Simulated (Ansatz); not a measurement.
# Si5C: one candidate of a structure search

Aim: relax a trial structure of Si5C and see where it ends.

Method: DFT PBE, scalar-relativistic, plane waves, PAW, in Ansatz 0.2.0.

**1. The starting structure**

The structure is tetragonal, space group P4/mmm (No. 123). The conventional cell has a = 2.756 Å, b = 2.756 Å, c = 11.692 Å, α = 90.00°, β = 90.00°, γ = 90.00°. Si (site symmetry 4mm) has 8 Si at 2.76 Å and 4 C at 2.76 Å as nearest neighbours. Around Si (site symmetry 4mm) lie 12 Si at 2.76 Å. Si (site symmetry 4/mmm) has 12 Si at 2.76 Å as nearest neighbours. C (site symmetry 4/mmm) has 4 C at 2.76 Å and 8 Si at 2.76 Å as nearest neighbours.

Structure file:

```cif
data_structure
_symmetry_space_group_name_H-M 'P 1'
_symmetry_Int_Tables_number 1
_cell_length_a 2.7558
_cell_length_b 2.7558
_cell_length_c 11.6919
_cell_angle_alpha 90.000
_cell_angle_beta 90.000
_cell_angle_gamma 90.000
_cell_volume 88.79
loop_
_atom_site_label
_atom_site_type_symbol
_atom_site_fract_x
_atom_site_fract_y
_atom_site_fract_z
_atom_site_occupancy
Si1 Si 0.50000 0.50000 0.16667 1
Si2 Si 0.00000 0.00000 0.33333 1
Si3 Si 0.50000 0.50000 0.50000 1
Si4 Si 0.00000 0.00000 0.66667 1
Si5 Si 0.50000 0.50000 0.83333 1
C1 C 0.00000 0.00000 0.00000 1
```

The start is an ordering of an alloy on its end members' structure types: elements ordered on the sites of the Cr type, Si/C on Cr (P4/mmm, No. 123).

**2. Probe: one point on a coarse mesh**

File input.yaml:

```yaml
crystal:
  lattice:
    - [2.7558119, 0.0, 0.0]
    - [0.0, 2.7558119, 0.0]
    - [0.0, 0.0, 11.69191969]
  atoms:
    - { symbol: Si, position: [0.5, 0.5, 0.16666667] }
    - { symbol: Si, position: [0.0, 0.0, 0.33333333] }
    - { symbol: Si, position: [0.5, 0.5, 0.5] }
    - { symbol: Si, position: [0.0, 0.0, 0.66666667] }
    - { symbol: Si, position: [0.5, 0.5, 0.83333333] }
    - { symbol: C, position: [0.0, 0.0, 0.0] }
basis:
  ecutwfc: 420
kpoints:
  mp_grid: { grid: [6, 6, 2] }
hamiltonian:
  xc: pbe
scf:
  occupations: { method: gaussian, width: 0.1 }
  lower_state_search: "off"
output:
  forces: true
  stress: true
  eigenvalues: true
```

Launch:

```sh
$ ansatz run input.yaml --threads 1 --pin off --max-ram 2560MiB --backend cpu --events-out ev --progress --plain --runs-dir out
```

Further runs follow: spin check on a coarse mesh; rough relaxation on the coarse mesh; relaxation on the finer mesh.

What does the calculation give? Wanted: conventional cell; volume; energy over the elements; gap on the mesh.

**Answer**, as computed:

| quantity | value |
| --- | --- |
| symmetry at the end (tolerance 0.05 Å) | space group P4/mmm (No. 123) |
| conventional cell | a = 2.757 Å, b = 2.757 Å, c = 9.982 Å, α = 90.00°, β = 90.00°, γ = 90.00° |
| volume | 12.64 Å³/atom |
| energy over the elements | +0.92 eV/atom |
| gap on the mesh | none (metal) |

**Reading.** The space group P4/mmm (No. 123) is kept, and the volume per atom shrinks by 14.6 % from the first guess. With a positive formation energy it can't be a ground state. No finished test with a distortion of lower symmetry is shown, so the end may be a saddle point. Other magnetic orders were not searched.
